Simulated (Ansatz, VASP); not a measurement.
As in VASP and in Ansatz

```
As
1.0
     1.87975    1.08527    3.48577
    -1.87975    1.08527    3.48577
     0.00000   -2.17055    3.48577
As
2
Direct
  0.22754 0.22754 0.22754
  0.77246 0.77246 0.77246
```

Alike in both runs: task single point; functional PBEsol; k mesh 13 × 13 × 13; occupations fermi-dirac, width 0.05 eV; no spin polarisation.

|  | VASP | Ansatz |
| --- | --- | --- |
| version | VASP 6.6.1 | Ansatz 0.2.0 |
| potentials or method | VASP PAW PBE potentials, release 64 (As), cutoff 520 eV | all-electron LAPW, scalar-relativistic |

```tsv
	VASP	Ansatz	Ansatz less VASP
pressure (GPa)	0.5	0.1	-0.40
largest component of the traceless stress (GPa)	0.83	0.72	-0.109
rms of the force components (eV/Å)	0.140	0.101	-0.0394
```

Atom by atom the forces differ by 0.039 eV/Å (rms over components). Ansatz ran all-electron here, so the differences hold the error of VASP's frozen core and of both bases.

Caveats: the PAW data sets were made with another functional, which shifts forces and pressure a little (VASP).
